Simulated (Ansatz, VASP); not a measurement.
# Au in VASP and in Ansatz

File INCAR:

```
PREC = Accurate
ENCUT = 600
EDIFF = 1E-7
ISMEAR = -1
SIGMA = 0.1
LREAL = F
LASPH = T
NELM = 60
ALGO = Normal
ISIF = 3
LWAVE = F
LCHARG = F
GGA = B5
ALDAX = 1.0
AGGAX = 1.0
AGGAC = 1.0
ALDAC = 0.0
IBRION = 2
NSW = 80
EDIFFG = -0.01
```

The input KPOINTS:

```
Automatic mesh
0
Gamma
  14 14 14
```

Contents of POSCAR:

```
Au
1.0
   -1.6184506165      1.6184506165      1.6184506165
    1.6184506165     -1.6184506165      1.6184506165
    1.6184506165      1.6184506165     -1.6184506165
Au
1
Direct
    0.0000000000      0.0000000000      0.0000000000
```

Input for Ansatz:

```yaml
crystal:
  lattice:
    - [-1.6184506165, 1.6184506165, 1.6184506165]
    - [1.6184506165, -1.6184506165, 1.6184506165]
    - [1.6184506165, 1.6184506165, -1.6184506165]
  atoms:
    - { symbol: Au, position: [0.0, 0.0, 0.0] }
hamiltonian:
  xc: blyp
  pseudopotentials:
    kind: paw
    azcp:
      Au: "pseudopotentials/Au.paw.azcp"
basis:
  ecutwfc: 420
  fft_grid_basis: typed
kpoints:
  mp_grid: { grid: [14, 14, 14], shift: [0, 0, 0] }
magnetization:
  spin_polarized: false
scf:
  occupations: { method: fermi_dirac, width: 0.1 }
relax:
  max_steps: 60
  f_tol: 0.01
  cell: {}
output:
  write_density: true
  write_potential: true
  elf: true
  volumetric_format: npy
```

The cell was built by a generator and needn't be a form met in nature.

Alike in both runs: task relaxation of cell and atoms; functional BLYP; k mesh 14 × 14 × 14; occupations fermi-dirac, width 0.1 eV; no spin polarisation.

|  | VASP | Ansatz |
| --- | --- | --- |
| version | VASP 6.6.1 | Ansatz 0.2.0 |
| potentials or method | VASP PAW PBE potentials, release 64 (Au) | plane waves (420 eV) with PAW, scalar-relativistic |
| plane-wave cutoff (eV) | 600 | 420 |
| valence electrons in the cell | 11 | 19 |

```csv
,VASP,Ansatz,Ansatz less VASP
relaxed volume (Å³/atom),19.62,19.55,-0.073
relaxed cell length with the largest relative difference (Å),2.943,2.939,-0.0037
energy change over the relaxation (meV/atom),-158,-147,+10.9
```

The two sets of potentials don't hold the same shells in valence.

Caveats: the volume moved by over 15 % at a fixed basis, so the end points are rough (VASP); the PAW data sets were made with another functional, which shifts forces and pressure a little (VASP). Spin-orbit coupling is left out, which matters for the levels of Au.
